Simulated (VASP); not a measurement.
VASP 6.6.1 run: NaF

INCAR

```
LCHARG = .FALSE.
NELM = 98
ENCUT = 520
EDIFF = 1E-7
LWAVE = .FALSE.
LREAL = .FALSE.
ISIF = 2
NBANDS = 8
NSW = 0
IBRION = -1
GGA = CA
LASPH = .TRUE.
ISMEAR = -1
SIGMA = 0.2
PREC = Accurate
```

KPOINTS

```
KPOINTS created by Atomic Simulation Environment
0
Gamma
8 8 8
0 0 0
```

POSCAR

```
Na F
 1.0000000000000000
     2.7258000000000000   -0.0403000000000000    0.0075000000000000
    -0.0403000000000000    2.7302000000000000    0.0066000000000000
     0.0075000000000000    0.0066000000000000    2.8165000000000000
 Na  F
   1   1
Cartesian
 -0.0110483200000000  2.7259395400000002  0.1184846500000000
  1.3738555600000000  1.3197230800000002  1.2975779800000000
```

The recommended LDA PAW datasets give the neutral cell 14 valence electrons.

Command

```
mpirun -np 1 vasp_std
```

OSZICAR

```
N       E                     dE             d eps       ncg     rms          rms(c)
DAV:   1     0.860798713467E+02    0.86080E+02   -0.83544E+03  4160   0.231E+03
DAV:   2    -0.714160663903E+01   -0.93221E+02   -0.89993E+02  5520   0.309E+02
DAV:   3    -0.984931747531E+01   -0.27077E+01   -0.27077E+01  4216   0.745E+01
DAV:   4    -0.987782359728E+01   -0.28506E-01   -0.28506E-01  5776   0.785E+00
DAV:   5    -0.987801857542E+01   -0.19498E-03   -0.19498E-03  4560   0.444E-01    0.493E+00
DAV:   6    -0.908462763439E+01    0.79339E+00   -0.45225E+00  4272   0.274E+01    0.170E+00
DAV:   7    -0.904439272732E+01    0.40235E-01   -0.37307E-02  4256   0.452E+00    0.933E-01
DAV:   8    -0.902116541308E+01    0.23227E-01   -0.26014E-02  4744   0.621E+00    0.949E-02
DAV:   9    -0.902139416698E+01   -0.22875E-03   -0.26931E-03  4400   0.757E-01    0.371E-02
DAV:  10    -0.902137872947E+01    0.15438E-04   -0.15450E-04  4496   0.231E-01    0.651E-03
DAV:  11    -0.902137699232E+01    0.17371E-05   -0.14777E-05  4312   0.146E-01    0.234E-03
DAV:  12    -0.902137696625E+01    0.26070E-07   -0.77894E-07  4512   0.198E-02
   1 F= -.90213770E+01 E0= -.90213769E+01  d E =-.101176E-06
```

From OUTCAR

```
k-points           NKPTS =    260   k-points in BZ     NKDIM =    260   number of bands    NBANDS=      8

   NELECT =      14.0000    total number of electrons

   dimension x,y,z NGX =    20 NGY =   20 NGZ =   24
   dimension x,y,z NGXF=    40 NGYF=   40 NGZF=   48

  energy-cutoff  :      520.00
  volume of cell :       20.96
      direct lattice vectors                 reciprocal lattice vectors
     2.725800000 -0.040300000  0.007500000     0.366947613  0.005418842 -0.000989835
    -0.040300000  2.730200000  0.006600000     0.005418842  0.366355630 -0.000872923
     0.007500000  0.006600000  2.816500000    -0.000989835 -0.000872923  0.355055276

 k-points in reciprocal lattice and weights: KPOINTS created by Atomic Simulation Env
   0.00000000  0.00000000  0.00000000       0.002
   0.12500000 -0.00000000  0.00000000       0.004
   0.25000000 -0.00000000  0.00000000       0.004
   0.37500000  0.00000000  0.00000000       0.004
   0.50000000 -0.00000000  0.00000000       0.002
  -0.00000000  0.12500000  0.00000000       0.004
   0.12500000  0.12500000  0.00000000       0.004
   0.25000000  0.12500000  0.00000000       0.004
   ...

 E-fermi :   2.6224

 k-point     1 :       0.0000    0.0000    0.0000
  band No.  band energies     occupation
      1     -20.7354      2.00000
      2     -20.5062      2.00000
      3     -20.5044      2.00000
      4     -20.2357      2.00000
      5      -1.3475      2.00000
      6      -1.1423      2.00000
      7      -1.0846      2.00000
      8       5.1978      0.00001

 k-point     2 :       0.1250   -0.0000    0.0000
  band No.  band energies     occupation
      1     -20.9080      2.00000
      2     -20.5340      2.00000
      3     -20.5000      2.00000
      4     -20.0153      2.00000
      5      -1.5923      2.00000
      6      -1.3146      2.00000
      7      -1.0994      2.00000
      8       5.7404      0.00000

 k-point     3 :       0.2500   -0.0000    0.0000
  band No.  band energies     occupation
      1     -21.1892      2.00000
      2     -20.5216      2.00000
      3     -20.4859      2.00000
      4     -19.6969      2.00000
      5      -2.5637      2.00000
      6      -1.2500      2.00000
      7      -1.0551      2.00000
      8       7.0272      0.00000

 k-point     4 :       0.3750    0.0000    0.0000
  band No.  band energies     occupation
      1     -21.3996      2.00000
      2     -20.5011      2.00000
      3     -20.4720      2.00000
      4     -19.4501      2.00000
      5      -3.3902      2.00000
      6      -1.1828      2.00000
      7      -1.0093      2.00000
      8       8.6409      0.00000

 k-point     5 :       0.5000   -0.0000    0.0000
  band No.  band energies     occupation
      1     -21.4766      2.00000
      2     -20.4921      2.00000
      3     -20.4663      2.00000
      4     -19.3563      2.00000
      5      -3.7048      2.00000
      6      -1.1546      2.00000
      7      -0.9901      2.00000
      8       9.9717      0.00000

 k-point     6 :      -0.0000    0.1250    0.0000
  band No.  band energies     occupation
      1     -20.9087      2.00000
      2     -20.5341      2.00000
      3     -20.4989      2.00000
      4     -20.0157      2.00000
      5      -1.6023      2.00000
      6      -1.3149      2.00000
      7      -1.0875      2.00000
      8       5.7399      0.00000

 ...

  Total        0.3519868      0.3159380     -0.4349123      0.0593563      0.0446958      0.0023566
  in kB       26.9115875     24.1554306    -33.2517528      4.5381586      3.4172757      0.1801790
  external PRESSURE =       5.9384218 kB  Pullay stress =       0.0000000 kB

 POSITION                                       TOTAL-FORCE (eV/Angst)
 -----------------------------------------------------------------------------------
     -0.01105      2.72594      0.11848         0.002069     -0.037479     -0.330313
      1.37386      1.31972      1.29758        -0.002069      0.037479      0.330313
 -----------------------------------------------------------------------------------
    total drift:                               -0.000244      0.000404     -0.000152

  FREE ENERGIE OF THE ION-ELECTRON SYSTEM (eV)
  ---------------------------------------------------
  free  energy   TOTEN  =        -9.0213769662 eV

  energy  without entropy=       -9.0213768651  energy(sigma->0) =       -9.02137692
```

It converged. Results: gap between bands v and c on the k mesh 5.98 eV; least direct gap on the k mesh 6.28 eV; pressure 0.6 GPa; largest force 0.33 eV/Å. Band v is the last that the valence electrons fill when counted band by band, and c is the next.

For comparison, a separate LDA run of the intended cell, on usual settings and not on those above, gives a gap of 5.98 eV on its mesh and a pressure of 0.6 GPa.

The run above took about 20 s on one core of a shared host (Intel Xeon Platinum 8488C) and held 0.15 GiB at most.
